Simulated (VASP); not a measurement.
Runs of VASP 6.6.1 on CaO (Lime). It takes space group Fm-3m (No. 225, cubic). Conventional cell: a = 4.775 Å, b = 4.775 Å, c = 4.775 Å, α = 90.00°, β = 90.00°, γ = 90.00°. Around Ca (site symmetry m-3m) lie 6 O at 2.39 Å. Around O (site symmetry m-3m) lie 6 Ca at 2.39 Å. 

| task | level | cell | k mesh | cutoff (eV) | grid for exact exchange (PRECFOCK) | screening parameter | exchange at q = 0 | share of exact exchange | gap on the mesh (eV) | pressure (GPa) |
| --- | --- | --- | --- | --- | --- | --- | --- | --- | --- | --- |
| relaxation of cell and atoms | PBEsol | relaxed | 10 × 10 × 10 | 600 | - | - | - | - | 3.53 | 0.0 |
| band structure | HSE06 | as given | 6 × 6 × 6 | 520 | Fast | 0.2 1/A | - | - | (b) | 2.5 |
| band structure | PBE0 | as given | 6 × 6 × 6 | 520 | Fast | - | truncated | - | (a) | 2.4 |
| band structure | PBE-EpsX | as given | 6 × 6 × 6 | 520 | Fast | - | truncated | 0.2633 | 6.17 | 2.3 |

Alike in all rows: potentials or basis VASP PAW PBE potentials, release 64 (Ca_sv, O); no spin polarisation; smearing gaussian 0.03 eV.

Task: Estimate the missing entries.

Result: (a) 6.04; (b) 5.32.

Caveats: the PAW data sets were made with another functional, which shifts forces and pressure a little; the relaxation stopped at its first step, so nothing moved (some runs).

A k mesh can miss the band edges.

Runs at the PBE level aren't shown here.
